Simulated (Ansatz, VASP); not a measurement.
# Ta in VASP and in Ansatz

POSCAR

```
Ta
1.0
   -1.6355957562      1.6355957562      1.6355957562
    1.6355957562     -1.6355957562      1.6355957562
    1.6355957562      1.6355957562     -1.6355957562
Ta
1
Direct
    0.0000000000      0.0000000000      0.0000000000
```

Contents of INCAR.step1:

```
PREC     = Accurate       # precision mode
ENCUT    = 520            # plane-wave cutoff, eV
ISMEAR   = 0              # smearing method
SIGMA    = 0.1            # smearing width, eV
LREAL    = False          # projectors in reciprocal space
LASPH    = True           # aspherical terms in the spheres
NELM     = 60             # most SCF steps
NBANDS   = 12             # bands
GGA      = PE             # functional
ALGO     = Normal         # electronic algorithm
EDIFF    = 1E-4           # SCF threshold, eV
LWAVE    = True           # write WAVECAR
LCHARG   = False          # write CHGCAR
```

File INCAR.step2:

```
PREC     = Accurate       # precision mode
ENCUT    = 520            # plane-wave cutoff, eV
EDIFF    = 1E-6           # SCF threshold, eV
ISMEAR   = 0              # smearing method
SIGMA    = 0.1            # smearing width, eV
LREAL    = False          # projectors in reciprocal space
LASPH    = True           # aspherical terms in the spheres
NELM     = 60             # most SCF steps
ALGO     = Normal         # electronic algorithm
ISIF     = 2              # what is computed and relaxed
LWAVE    = False          # write WAVECAR
LCHARG   = True           # write CHGCAR
METAGGA  = R2SCAN         # meta-GGA
LMIXTAU  = True         
LELF     = True           # ELF
LVHAR    = True         
NBANDS   = 12             # bands
ISTART   = 1
```

The input KPOINTS:

```
regular mesh
0
Gamma
  18 18 18
```

Input for Ansatz:

```yaml
crystal:
  lattice:
    - [-1.6355957562, 1.6355957562, 1.6355957562]
    - [1.6355957562, -1.6355957562, 1.6355957562]
    - [1.6355957562, 1.6355957562, -1.6355957562]
  atoms:
    - { symbol: Ta, position: [0.0, 0.0, 0.0] }
basis:
  ecutwfc: 500
kpoints:
  mp_grid: { grid: [18, 18, 18] }
hamiltonian:
  xc: r2scan
scf:
  occupations: { method: gaussian, width: 0.1 }
output:
  forces: true
  stress: true
  eigenvalues: true
```

Alike in both runs: task single point; functional r2SCAN; k mesh 18 × 18 × 18; occupations gaussian, width 0.1 eV; no spin polarisation.

|  | VASP | Ansatz |
| --- | --- | --- |
| version | VASP 6.6.1 | Ansatz 0.2.0 |
| potentials or method | VASP PAW PBE potentials, release 64 (Ta_pv) | scalar-relativistic, plane waves, PAW |
| plane-wave cutoff (eV) | 520 | 500 |
| valence electrons in the cell | 11 | 13 |

|  | VASP | Ansatz | Ansatz less VASP |
| --- | --- | --- | --- |
| gap on the k mesh at the Fermi level (eV) | none | none | - |
| pressure (GPa) | 7.3 | 6.5 | -0.75 |

A gap of «none» marks a metal or a gap that the smearing closes. The two sets of potentials don't hold the same shells in valence.

Caveats: the PAW data sets were made with another functional, which shifts forces and pressure a little (VASP). The runs have no spin-orbit coupling, so splittings on Ta are missing.
